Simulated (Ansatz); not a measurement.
Input of an Ansatz 0.2.0 run:

File input.yaml:

```yaml
crystal:
  lattice:
    - [0.0, 2.82685, 2.82685]
    - [2.82685, 0.0, 2.82685]
    - [2.82685, 2.82685, 0.0]
  atoms:
    - { symbol: As, position: [0.75, 0.75, 0.75] }
    - { symbol: Ga, position: [0.0, 0.0, 0.0] }
hamiltonian:
  xc: pbesol
  pseudopotentials: { kind: paw }
kpoints:
  mp_grid: { grid: [8, 8, 8] }
  band_path:
    path:
      - [[0.0, 0.0, 0.0], [0.5, 0.0, 0.5], [0.5, 0.25, 0.75], [0.375, 0.375, 0.75], [0.0, 0.0, 0.0], [0.5, 0.5, 0.5], [0.625, 0.25, 0.625], [0.5, 0.25, 0.75], [0.5, 0.5, 0.5], [0.375, 0.375, 0.75]]
      - [[0.625, 0.25, 0.625], [0.5, 0.0, 0.5]]
    npoints: 14
scf:
  occupations: { method: fermi_dirac, width: 0.05 }
  n_extra_bands: 6
output:
  forces: true
  stress: true
  eigenvalues: true
  fatbands: false
```

Potentials or basis: Ansatz PAW.

The run is started by

```sh
$ ansatz run input.yaml --threads 2 --pin off --max-ram 5632MiB --backend cpu --events-out ev --progress --plain --runs-dir out
```

Problem. What does it give for the pressure?

Solution. 0.2 GPa.

Problem. Estimate the band gap on the k mesh.

Solution. 0.44 eV, direct.

Problem. Estimate the band gap along the path.

Solution. 0.44 eV, direct.

Levels at the corners of the path, in eV from the valence-band top:
```tsv
point	band 11	band 12	band 13	band 14	band 15	band 16	band 17	band 18
Γ	-12.75	0.00	0.00	0.00	0.44	3.70	3.70	3.70
X	-10.24	-6.84	-2.69	-2.69	1.36	1.58	10.13	10.13
W	-10.18	-6.65	-3.57	-3.38	4.59	4.63	5.35	5.95
K	-10.28	-6.65	-3.90	-2.27	1.87	4.57	7.88	8.03
Γ	-12.75	0.00	0.00	0.00	0.44	3.70	3.70	3.70
L	-10.98	-6.67	-1.15	-1.15	0.93	4.59	4.59	7.58
U	-10.28	-6.65	-3.90	-2.27	1.87	4.57	7.88	8.03
W	-10.18	-6.65	-3.57	-3.38	4.59	4.63	5.35	5.95
L	-10.98	-6.67	-1.15	-1.15	0.93	4.59	4.59	7.58
K	-10.28	-6.65	-3.90	-2.27	1.87	4.57	7.88	8.03
U	-10.28	-6.65	-3.90	-2.27	1.87	4.57	7.88	8.03
X	-10.24	-6.84	-2.69	-2.69	1.36	1.58	10.13	10.13
```

Caveat: the PAW data sets come from PBE, with cores solved anew for the run's functional, which leaves a small shift of forces and pressure.

**Experimental background.**

From “Evidence of valence band perturbations in GaAsN/GaAs(001): A combined variable-angle spectroscopic ellipsometry and modulated photoreflectance investigation”, 2008, arxiv:0805.2212, for a bulk crystal of GaAs at 300 K: band gap 1.418 ± 0.005 eV (direct).

A measured gap of GaAs is 1.418 eV (direct; 300 K; “Evidence of valence band perturbations in GaAsN/GaAs(001): A combined variable-angle spectroscopic ellipsometry and modulated photoreflectance investigation”, 2008, arxiv:0805.2212); the calculated 0.44 eV misses it by -0.98 eV. 3 values of this kind are on record (1.412 to 1.51 eV); this one was drawn at random among those near their median, those with a stated uncertainty first. Spin-orbit coupling on As, Ga is left out. The value is that of PBEsol, without temperature or zero-point motion. Semilocal functionals fall short of measured gaps as a rule.
